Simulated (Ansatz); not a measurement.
A crystal relaxed with r2SCAN in Ansatz 0.2.0 has space group Fm-3m (No. 225) and a = 11.841 Å.

```csv
atom,site,x,y,z
Cs,8c,0.2500,0.7500,0.7500
Sn,4a,0.0000,0.0000,0.0000
Xx,24e,0.7564,0.0000,0.0000
```

r2SCAN gives a direct gap of 0.46 eV at Γ. HSE06 gives a direct gap of 0.96 eV at Γ. The PBE gap is direct at Γ: 0.20 eV. Meshes: r2SCAN 4×4×4, HSE06 2×2×2, PBE 4×4×4.

Problem. Which element is Xx?
A. H
B. Br
C. F
D. I

Solution. D. Xx is I: Cs2SnI6 (vacancy-ordered double perovskite). Cs is surrounded by 12 I at 4.19 Å; Sn is surrounded by 6 I at 2.88 Å; I is surrounded by 1 Sn at 2.88 Å and 4 Cs at 4.19 Å.

No spin polarisation and no zero-point or thermal motion.

Spin-orbit coupling is left out, which matters wherever the heavy atoms make up the band edges.

The meshes of the hybrids are coarse, so their gaps aren't converged to the digits shown.
